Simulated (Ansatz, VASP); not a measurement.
GaN in VASP and in Ansatz

```
Ga N
1.0
     0.00000    2.10638    2.10638
     2.10638    0.00000    2.10638
     2.10638    2.10638    0.00000
Ga N
1 1
Direct
  0.00000 0.00000 0.00000
  0.50000 0.50000 0.50000
```

Measurements of this composition are mostly on another form, of space group No. 186.

Alike in both runs: task single point; functional PBEsol; k mesh 11 × 11 × 11; occupations fermi-dirac, width 0.05 eV; no spin polarisation.

```csv
,VASP,Ansatz
version,VASP 6.6.1,Ansatz 0.2.0
potentials or method,"VASP PAW PBE potentials, release 64 (Ga_d, N)",Ansatz PAW
plane-wave cutoff (eV),520,420
valence electrons in the cell,18,18
```

|  | VASP | Ansatz | Ansatz less VASP |
| --- | --- | --- | --- |
| gap on the k mesh at the Fermi level (eV) | 0.71 | 0.72 | +0.009 |
| least direct gap on the mesh (eV) | 2.88 | 2.86 | -0.016 |
| pressure (GPa) | 1.7 | 1.1 | -0.53 |

Caveats: the PAW data sets were made with another functional, which shifts forces and pressure a little (VASP); an odd mesh through Γ misses points on the zone boundary, where band edges often lie (VASP); odd divisions of the mesh miss points on the zone boundary, where band edges often lie, so the gap on the mesh can be too wide (Ansatz); the pressure holds a Pulay correction of +0.6 GPa for the finite cutoff (Ansatz); the PAW data sets come from PBE, with cores solved anew for the run's functional, which leaves a small shift of forces and pressure (Ansatz).
